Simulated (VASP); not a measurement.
# MgTe (F-43m) in VASP: further runs

The runs below take MgTe through band structure, with TB-mBJ.

All numbers are computed with VASP 6.6.1; they aren't measurements. Logs are shortened: lines on timing, memory, paths and dates and some standing lists are left out, and cuts for length are marked.

### 1 The structure

It takes space group F-43m (No. 216, cubic). Conventional cell: a = 6.441 Å, b = 6.441 Å, c = 6.441 Å, α = 90.00°, β = 90.00°, γ = 90.00°. Mg (site symmetry -43m) is surrounded by 4 Te at 2.79 Å. Te (site symmetry -43m) is surrounded by 4 Mg at 2.79 Å.

The cell was built by a generator and needn't be a form met in nature.

### 2 Band structure, TB-mBJ

POSCAR reads:

```
MgTe                                    
1.0
    0.0000000000      3.2204257760      3.2204257760
    3.2204257760     -0.0000000000      3.2204257760
    3.2204257760      3.2204257760      0.0000000000
  Mg              Te            
     1     1
Direct
     1.0000000000000000    1.0000000000000000    0.0000000000000000
     0.2500000000000000    0.2500000000000000    0.2500000000000000
```

INCAR.step1 reads:

```
SYSTEM = MgTe
  PREC = Accurate
  ENCUT = 520
  EDIFF = 1E-5
  ISMEAR = 0
  SIGMA = 0.03
  LREAL = .FALSE.
  LASPH = .TRUE.
  NELM = 80
  ALGO = Normal
  ISIF = 2
  LWAVE = .TRUE.
  LCHARG = .FALSE.
  NBANDS = 11
  GGA = PE
```

INCAR.step2 reads:

```
SYSTEM = MgTe
  PREC = Accurate
  ENCUT = 520
  EDIFF = 1E-6
  ISMEAR = 0
  SIGMA = 0.03
  LREAL = .FALSE.
  LASPH = .TRUE.
  NELM = 80
  ALGO = Normal
  ISIF = 2
  LWAVE = .FALSE.
  LCHARG = .FALSE.
  METAGGA = MBJ
  NBANDS = 11
  ISTART = 1
```

KPOINTS reads:

```
regular mesh
0
G
  8 8 8
  0 0 0
```

KPOINTS_OPT reads:

```
explicit points
109
Reciprocal
 0.0000000000  0.0000000000  0.0000000000 1
 0.0555555556  0.0000000000  0.0555555556 1
 0.1111111111  0.0000000000  0.1111111111 1
 0.1666666667  0.0000000000  0.1666666667 1
 0.2222222222  0.0000000000  0.2222222222 1
 0.2777777778  0.0000000000  0.2777777778 1
 0.3333333333  0.0000000000  0.3333333333 1
 0.3888888889  0.0000000000  0.3888888889 1
 0.4444444444  0.0000000000  0.4444444444 1
 0.5000000000  0.0000000000  0.5000000000 1
 0.5000000000  0.0000000000  0.5000000000 1
 0.5000000000  0.0277777778  0.5277777778 1
 0.5000000000  0.0555555556  0.5555555556 1
 0.5000000000  0.0833333333  0.5833333333 1
 0.5000000000  0.1111111111  0.6111111111 1
 0.5000000000  0.1388888889  0.6388888889 1
 0.5000000000  0.1666666667  0.6666666667 1
 0.5000000000  0.1944444444  0.6944444444 1
 0.5000000000  0.2222222222  0.7222222222 1
 0.5000000000  0.2500000000  0.7500000000 1
 0.5000000000  0.2500000000  0.7500000000 1
 0.4861111111  0.2638888889  0.7500000000 1
 0.4722222222  0.2777777778  0.7500000000 1
 0.4583333333  0.2916666667  0.7500000000 1
 0.4444444444  0.3055555556  0.7500000000 1
 0.4305555556  0.3194444444  0.7500000000 1
 0.4166666667  0.3333333333  0.7500000000 1
 0.4027777778  0.3472222222  0.7500000000 1
 0.3888888889  0.3611111111  0.7500000000 1
 0.3750000000  0.3750000000  0.7500000000 1
 0.3750000000  0.3750000000  0.7500000000 1
 0.3333333333  0.3333333333  0.6666666667 1
 0.2916666667  0.2916666667  0.5833333333 1
 0.2500000000  0.2500000000  0.5000000000 1
 0.2083333333  0.2083333333  0.4166666667 1
 0.1666666667  0.1666666667  0.3333333333 1
 0.1250000000  0.1250000000  0.2500000000 1
 0.0833333333  0.0833333333  0.1666666667 1
 0.0416666667  0.0416666667  0.0833333333 1
 0.0000000000  0.0000000000  0.0000000000 1
 0.0000000000  0.0000000000  0.0000000000 1
 0.0555555556  0.0555555556  0.0555555556 1
 0.1111111111  0.1111111111  0.1111111111 1
 0.1666666667  0.1666666667  0.1666666667 1
 0.2222222222  0.2222222222  0.2222222222 1
 0.2777777778  0.2777777778  0.2777777778 1
 0.3333333333  0.3333333333  0.3333333333 1
 0.3888888889  0.3888888889  0.3888888889 1
 0.4444444444  0.4444444444  0.4444444444 1
 0.5000000000  0.5000000000  0.5000000000 1
 0.5000000000  0.5000000000  0.5000000000 1
 0.5138888889  0.4722222222  0.5138888889 1
 0.5277777778  0.4444444444  0.5277777778 1
 0.5416666667  0.4166666667  0.5416666667 1
 0.5555555556  0.3888888889  0.5555555556 1
 0.5694444444  0.3611111111  0.5694444444 1
 0.5833333333  0.3333333333  0.5833333333 1
 0.5972222222  0.3055555556  0.5972222222 1
 0.6111111111  0.2777777778  0.6111111111 1
 0.6250000000  0.2500000000  0.6250000000 1
 0.6250000000  0.2500000000  0.6250000000 1
 0.6111111111  0.2500000000  0.6388888889 1
 0.5972222222  0.2500000000  0.6527777778 1
 0.5833333333  0.2500000000  0.6666666667 1
 0.5694444444  0.2500000000  0.6805555556 1
 0.5555555556  0.2500000000  0.6944444444 1
 0.5416666667  0.2500000000  0.7083333333 1
 0.5277777778  0.2500000000  0.7222222222 1
 0.5138888889  0.2500000000  0.7361111111 1
 0.5000000000  0.2500000000  0.7500000000 1
 0.5000000000  0.2500000000  0.7500000000 1
 0.5000000000  0.2777777778  0.7222222222 1
 0.5000000000  0.3055555556  0.6944444444 1
 0.5000000000  0.3333333333  0.6666666667 1
 0.5000000000  0.3611111111  0.6388888889 1
 0.5000000000  0.3888888889  0.6111111111 1
 0.5000000000  0.4166666667  0.5833333333 1
 0.5000000000  0.4444444444  0.5555555556 1
 0.5000000000  0.4722222222  0.5277777778 1
 0.5000000000  0.5000000000  0.5000000000 1
 0.5000000000  0.5000000000  0.5000000000 1
 0.4861111111  0.4861111111  0.5277777778 1
 0.4722222222  0.4722222222  0.5555555556 1
 0.4583333333  0.4583333333  0.5833333333 1
 0.4444444444  0.4444444444  0.6111111111 1
 0.4305555556  0.4305555556  0.6388888889 1
 0.4166666667  0.4166666667  0.6666666667 1
 0.4027777778  0.4027777778  0.6944444444 1
 0.3888888889  0.3888888889  0.7222222222 1
 0.3750000000  0.3750000000  0.7500000000 1
 0.6250000000  0.2500000000  0.6250000000 1
 0.6111111111  0.2222222222  0.6111111111 1
 0.5972222222  0.1944444444  0.5972222222 1
 0.5833333333  0.1666666667  0.5833333333 1
 0.5694444444  0.1388888889  0.5694444444 1
 0.5555555556  0.1111111111  0.5555555556 1
 0.5416666667  0.0833333333  0.5416666667 1
 0.5277777778  0.0555555556  0.5277777778 1
 0.5138888889  0.0277777778  0.5138888889 1
 0.5000000000  0.0000000000  0.5000000000 1
 0.0000000000  0.0000000000  0.0000000000 1
 0.3750000000  0.3750000000  0.7500000000 1
 0.5000000000  0.5000000000  0.5000000000 1
 0.6250000000  0.2500000000  0.6250000000 1
 0.5000000000  0.2500000000  0.7500000000 1
 0.5000000000  0.0000000000  0.5000000000 1
 0.4000000000  0.0000000000  0.4000000000 1
 0.4250000000  0.0000000000  0.4250000000 1
 0.4500000000  0.0000000000  0.4500000000 1
```

Potentials or basis: VASP PAW PBE potentials, release 64 (Mg, Te).

Launch:

```sh
$ cat potpaw_PBE.64/Mg/POTCAR potpaw_PBE.64/Te/POTCAR > POTCAR
$ cp INCAR.step1 INCAR
$ mpirun -np 1 vasp_std > vasp.out
$ cp INCAR.step2 INCAR
$ mpirun -np 1 vasp_std > vasp.out
```

OUTCAR:

```text
SYSTEM = MgTe
   PREC = Accurate
   ENCUT = 520
   EDIFF = 1E-6
   ISMEAR = 0
   LREAL = .FALSE.
   LASPH = .TRUE.
   NELM = 80
   ISIF = 2
   METAGGA = MBJ
   ISTART = 1

 ion  position               nearest neighbor table
   1  0.000  0.000  0.000-   2 2.79   2 2.79   2 2.79   2 2.79
   2  0.250  0.250  0.250-   1 2.79   1 2.79   1 2.79   1 2.79

  LATTYP: Found a face centered cubic cell.
 ALAT       =     6.4408515520

  Lattice vectors:

 A1 = (   0.0000000000,   3.2204257760,   3.2204257760)
 A2 = (   3.2204257760,   0.0000000000,   3.2204257760)
 A3 = (   3.2204257760,   3.2204257760,   0.0000000000)

Analysis of symmetry for initial positions (statically):
=====================================================================
 Subroutine PRICEL returns:
 Original cell was already a primitive cell.

 Routine SETGRP: Setting up the symmetry group for a
 face centered cubic supercell.

 Subroutine GETGRP returns: Found 24 space group operations
 (whereof 24 operations were pure point group operations)
 out of a pool of 48 trial point group operations.

The static configuration has the point symmetry T_d .

Analysis of symmetry for dynamics (positions and initial velocities):
=====================================================================
 Subroutine PRICEL returns:
 Original cell was already a primitive cell.

 Routine SETGRP: Setting up the symmetry group for a
 face centered cubic supercell.

 Subroutine GETGRP returns: Found 24 space group operations
 (whereof 24 operations were pure point group operations)
 out of a pool of 48 trial point group operations.

The dynamic configuration has the point symmetry T_d .

 Subroutine INISYM returns: Found 24 space group operations
 (whereof 24 operations are pure point group operations),
 and found     1 'primitive' translations

----------------------------------------------------------------------------------------

                                     Primitive cell

  volume of cell :      66.7990

  direct lattice vectors                    reciprocal lattice vectors
     0.000000000  3.220425776  3.220425776    -0.155258973  0.155258973  0.155258973
     3.220425776  0.000000000  3.220425776     0.155258973 -0.155258973  0.155258973
     3.220425776  3.220425776  0.000000000     0.155258973  0.155258973 -0.155258973

  length of vectors
     4.554369809  4.554369809  4.554369809     0.268916430  0.268916430  0.268916430

  position of ions in fractional coordinates (direct lattice)
     0.000000000  0.000000000  0.000000000
     0.250000000  0.250000000  0.250000000

  ion indices of the primitive-cell ions
   primitive index   ion index
                 1           1
                 2           2

----------------------------------------------------------------------------------------

 KPOINTS: regular mesh

Automatic generation of k-mesh.
 Grid dimensions read from file:
 generate k-points for:    8    8    8

 Generating k-lattice:

  Cartesian coordinates                     Fractional coordinates (reciprocal lattice)
[... 45 lines left out ...]
   dimension x,y,z NGX =    36 NGY =   36 NGZ =   36
   dimension x,y,z NGXF=    72 NGYF=   72 NGZF=   72
   ions per type =               1   1
   NGX,Y,Z   is equivalent  to a cutoff of  13.14, 13.14, 13.14 a.u.
   NGXF,Y,Z  is equivalent  to a cutoff of  26.28, 26.28, 26.28 a.u.
 SYSTEM =  MgTe
   PREC   = accura    normal or accurate (medium, high low for compatibility)
   ISTART =      1    job   : 0-new  1-cont  2-samecut
   ICHARG =      0    charge: 1-file 2-atom 10-const
   ISPIN  =      1    spin polarized calculation?
   LNONCOLLINEAR =      F non collinear calculations
   LSORBIT =      F    spin-orbit coupling
   LASPH  =      T    aspherical Exc in radial PAW
   ENCUT  =  520.0 eV  38.22 Ry    6.18 a.u.   8.47  8.47  8.47*2*pi/ulx,y,z
   NELM   =     80;   NELMIN=  2; NELMDL=  0     # of ELM steps
   EDIFF  = 0.1E-05   stopping-criterion for ELM
   LREAL  =      F    real-space projection
   EDIFFG = 0.1E-04   stopping-criterion for IOM
   NSW    =      0    number of steps for IOM
   IBRION =     -1    ionic relax: 0-MD 1-quasi-New 2-CG
   NFREE  =      0    steps in history (QN), initial steepest desc. (CG)
   ISIF   =      2    stress and relaxation
   ISYM   =      2    0-nonsym 1-usesym 2-fastsym
   POTIM  = 0.5000    time-step for ionic-motion
   TEBEG  =    0.0;   TEEND  =   0.0 temperature during run
   PSTRESS=    0.0 pullay stress
   NELECT =       8.0000    total number of electrons
   NUPDOWN=      -1.0000    fix difference up-down
   EMIN   =  10.00;   EMAX   =-10.00  energy-range for DOS
   EFERMI =   0.00;   METHOD = LEGACY
   ISMEAR =     0;   SIGMA  =   0.03  broadening in eV -4-tet -1-fermi 0-gaus
   EFERMI_NEDOS =   21; number of points for ismear=-14 and -15
   IALGO  =     38    algorithm
   IMIX   =      4    mixing-type and parameters
     AMIX     =   0.40;   BMIX     =  1.00
     AMIX_MAG =   1.60;   BMIX_MAG =  1.00
  volume/ion in A,a.u.               =      33.40       225.39
  Fermi-wavevector in a.u.,A,eV,Ry     =   0.806953  1.524920  8.859747  0.651173
  Thomas-Fermi vector in A             =   1.915482
   LORBIT       =      0    0 simple, 1 ext, 2 COOP (PROOUT), +10 PAW based schemes
   METAGGA = MBJ    functional components
   LHFCALC =     F    Hartree Fock is set to
   AEXX    =    0.0000 exact exchange contribution
   IVDW    =     0    specifies the selected vdW correction
   LEPSILON=     F    determine dielectric tensor
   LRPA    =     F    only Hartree local field effects (RPA)
 non-spin polarized calculation
 Gauss-broadening in eV      SIGMA  =   0.03
  energy-cutoff  :      520.00
  volume of cell :       66.80
 maximum number of plane-waves:      1824
 NGX is ok and might be reduce to    36
   NGX = 17   NGY = 17   NGZ = 17

 number of electron       8.0000000 magnetization

 Free energy of the ion-electron system (eV)
  ---------------------------------------------------
  ext. energy  EPLUGINS =         0.00000000
  ---------------------------------------------------
  free energy    TOTEN  =       345.02759742 eV

  energy without entropy =      345.02759742  energy(sigma->0) =      345.02759742

 E-fermi :   1.8778     XC(G=0):  -6.6542

 val. band max:        1.7012963107   @ k =   0.0000   0.0000   0.0000
 cond. band min:       5.2231382411   @ k =   0.0000   0.0000   0.0000
 fundamental gap:      3.5218419305
 Fermi energy:         1.8778126969

 k-point     1 :       0.0000    0.0000    0.0000
  band No.  band energies     occupation
      1      -8.2861      2.00000
      2       1.7013      2.00000
      3       1.7013      2.00000
      4       1.7013      2.00000
      5       5.2231      0.00000
      6       7.7141      0.00000
      7       7.7141      0.00000
      8       7.7141      0.00000
      9      10.5275      0.00000
     10      10.5275      0.00000
     11      11.4983      0.00000
[... 309 lines left out ...]
 k-point    24 :      -0.3750    0.2500    0.1250
  band No.  band energies     occupation
      1      -7.6186      2.00000
      2      -0.9750      2.00000
      3       0.3943      2.00000
      4       1.0031      2.00000
      5       6.7423      0.00000
      6       7.2501      0.00000
      7       8.9736      0.00000
      8       9.4819      0.00000
      9      10.7148      0.00000
     10      12.5125      0.00000
     11      13.3086      0.00000

 [... further k-points ...]

------------------------ aborting loop because EDIFF is reached ----------------------------------------

  FORCE on cell =-STRESS in cart. coord.  units (eV):
  Direction    XX          YY          ZZ          XY          YZ          ZX
  --------------------------------------------------------------------------------------
  -------------------------------------------------------------------------------------
  Total       41.1214453     41.1214453     41.1214453      0.0000000      0.0000000     -0.0000000
  in kB      986.3000948    986.3000948    986.3000948      0.0000000      0.0000000     -0.0000000
  external PRESSURE =     986.3000948 kB  Pullay stress =       0.0000000 kB

 VOLUME and BASIS-vectors are now :
 -----------------------------------------------------------------------------
  energy-cutoff  :      520.00
  volume of cell :       66.80
      direct lattice vectors                 reciprocal lattice vectors
     0.000000000  3.220425776  3.220425776    -0.155258973  0.155258973  0.155258973
     3.220425776  0.000000000  3.220425776     0.155258973 -0.155258973  0.155258973
     3.220425776  3.220425776  0.000000000     0.155258973  0.155258973 -0.155258973

 POSITION                                       TOTAL-FORCE (eV/Angst)
 -----------------------------------------------------------------------------------
      0.00000      0.00000      0.00000        -0.000000     -0.000000     -0.000000
      1.61021      1.61021      1.61021         0.000000      0.000000      0.000000
 -----------------------------------------------------------------------------------
    total drift:                               -0.000007     -0.000007     -0.000007

  FREE ENERGIE OF THE ION-ELECTRON SYSTEM (eV)
  ---------------------------------------------------
  free  energy   TOTEN  =       345.0275974168 eV

  energy  without entropy=      345.0275974168  energy(sigma->0) =      345.02759742
```

It took 1.8 min on 1 thread of Intel Xeon Platinum 8375C at 2.90GHz (Ice Lake), shared host; peak memory 0.24 GiB.

Results:

```
Band gap on the k mesh  : 3.52 eV, direct
Band gap along the path : 3.52 eV, direct
```

Levels at the corners of the path, in eV from the valence-band top:
| point | band 2 | band 3 | band 4 | band 5 | band 6 | band 7 |
| --- | --- | --- | --- | --- | --- | --- |
| Γ | 0.00 | 0.00 | 0.00 | 3.52 | 6.01 | 6.01 |
| X | -2.78 | -1.08 | -1.08 | 3.64 | 4.19 | 10.61 |
| X | -2.78 | -1.08 | -1.08 | 3.64 | 4.19 | 10.61 |
| W | -2.43 | -1.71 | -1.28 | 5.24 | 6.25 | 6.89 |
| W | -2.43 | -1.71 | -1.28 | 5.24 | 6.25 | 6.89 |
| K | -2.54 | -1.75 | -0.87 | 4.20 | 5.82 | 8.45 |
| K | -2.54 | -1.75 | -0.87 | 4.20 | 5.82 | 8.45 |
| Γ | 0.00 | 0.00 | 0.00 | 3.52 | 6.01 | 6.01 |
| Γ | 0.00 | 0.00 | 0.00 | 3.52 | 6.01 | 6.01 |
| L | -2.93 | -0.39 | -0.39 | 4.05 | 6.07 | 6.07 |
| L | -2.93 | -0.39 | -0.39 | 4.05 | 6.07 | 6.07 |
| U | -2.54 | -1.75 | -0.87 | 4.20 | 5.82 | 8.45 |
| U | -2.54 | -1.75 | -0.87 | 4.20 | 5.82 | 8.45 |
| W | -2.43 | -1.71 | -1.28 | 5.24 | 6.25 | 6.89 |
| W | -2.43 | -1.71 | -1.28 | 5.24 | 6.25 | 6.89 |
| L | -2.93 | -0.39 | -0.39 | 4.05 | 6.07 | 6.07 |
| L | -2.93 | -0.39 | -0.39 | 4.05 | 6.07 | 6.07 |
| K | -2.54 | -1.75 | -0.87 | 4.20 | 5.82 | 8.45 |
| U | -2.54 | -1.75 | -0.87 | 4.20 | 5.82 | 8.45 |
| X | -2.78 | -1.08 | -1.08 | 3.64 | 4.19 | 10.61 |

Caveat: the PAW data sets were made with another functional, which shifts forces and pressure a little; spin-orbit coupling is left out, which moves the levels of the heavy elements.

### 3 Band structure, TB-mBJ, spin-orbit coupling, no magnetisation

POSCAR is that of step 2.

INCAR.step1, as its differences from that of step 2:

```diff
@@ -13,3 +13,7 @@
   LCHARG = .FALSE.
-  NBANDS = 11
+  MAGMOM = 0 0 0 0 0 0
+  LORBIT = 11
+  LSORBIT = .TRUE.
+  GGA_COMPAT = .FALSE.
+  NBANDS = 22
   GGA = PE
```

INCAR.step2, as its differences from that of step 2:

```diff
@@ -13,4 +13,8 @@
   LCHARG = .FALSE.
+  MAGMOM = 0 0 0 0 0 0
+  LORBIT = 11
+  LSORBIT = .TRUE.
+  GGA_COMPAT = .FALSE.
   METAGGA = MBJ
-  NBANDS = 11
+  NBANDS = 22
   ISTART = 1
```

KPOINTS reads:

```
regular mesh
0
G
  6 6 6
  0 0 0
```

KPOINTS_OPT is that of step 2.

Potentials or basis: VASP PAW PBE potentials, release 64 (Mg, Te).

Launch:

```sh
$ cat potpaw_PBE.64/Mg/POTCAR potpaw_PBE.64/Te/POTCAR > POTCAR
$ cp INCAR.step1 INCAR
$ mpirun -np 1 vasp_ncl > vasp.out
$ cp INCAR.step2 INCAR
$ mpirun -np 1 vasp_ncl > vasp.out
```

It took 9.2 min on 1 thread of Intel Xeon Platinum 8375C at 2.90GHz (Ice Lake), shared host; peak memory 0.46 GiB.

Results (log left out):

```
Valence electrons inside the program's atomic spheres : Mg 0.28; Te 3.58
```

Caveat: the PAW data sets were made with another functional, which shifts forces and pressure a little.
